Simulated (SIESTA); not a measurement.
Here is a SIESTA 5.4.2 calculation.

Contents of Pd.fdf:

```
SystemName                      Palladium
SystemLabel                     Pd
NumberOfSpecies                 1
NumberOfAtoms                   1
%block ChemicalSpeciesLabel
  1  46 Pd
%endblock ChemicalSpeciesLabel

UseStructFile                   true

%block kgrid.MonkhorstPack
   12   0   0  0.0
    0  12   0  0.0
    0   0  12  0.0
%endblock kgrid.MonkhorstPack
XC.Functional                   GGA
XC.Authors                      PBE
PAO.BasisSize                   DZP
PAO.EnergyShift                 0.003 Ry
Mesh.Cutoff                     800 Ry
OccupationFunction              FD
ElectronicTemperature           0.05 eV
MaxSCFIterations                120
SCF.MustConverge                false
SCF.Mixer.Method                Pulay
SCF.Mixer.Weight                0.25
SCF.Mixer.History               8
SCF.DM.Tolerance                5.0e-05
SCF.H.Tolerance                 1.0e-03 eV
WriteForces                     true
Charge.Mulliken                 end
%block PAO.Basis
  Pd 5
  n=4 0 2
    2.822 0.000
  n=5 0 2
    8.721 0.000
  n=4 1 2
    3.234 0.000
  n=5 1 1
    8.721
  n=4 2 2
    5.877 0.000
%endblock PAO.Basis
```

Contents of Pd.STRUCT_IN:

```
  -0.0111260000     1.9552170000     1.9418620000
   1.9710740000     0.0063410000     1.9243950000
   1.9644410000     1.9311180000     0.0129730000
1
1  46    0.0238370000    -0.0169870000    -0.0029670000
```

Potentials or basis: PseudoDojo 0.4 standard (PBE files), DZP (energy shift 0.003 Ry; two zetas on semicore shells).

The run is started by

```console
$ siesta < Pd.fdf > Pd.out 2>&1
```

(1) Predict the pressure.

(2) Estimate the band gap on the k mesh.

Results:

(1) 7.6 GPa.

(2) none (metal or under the smearing width).

Caveat: the basis of atomic orbitals isn't converged, which shifts pressures, moduli and gaps.
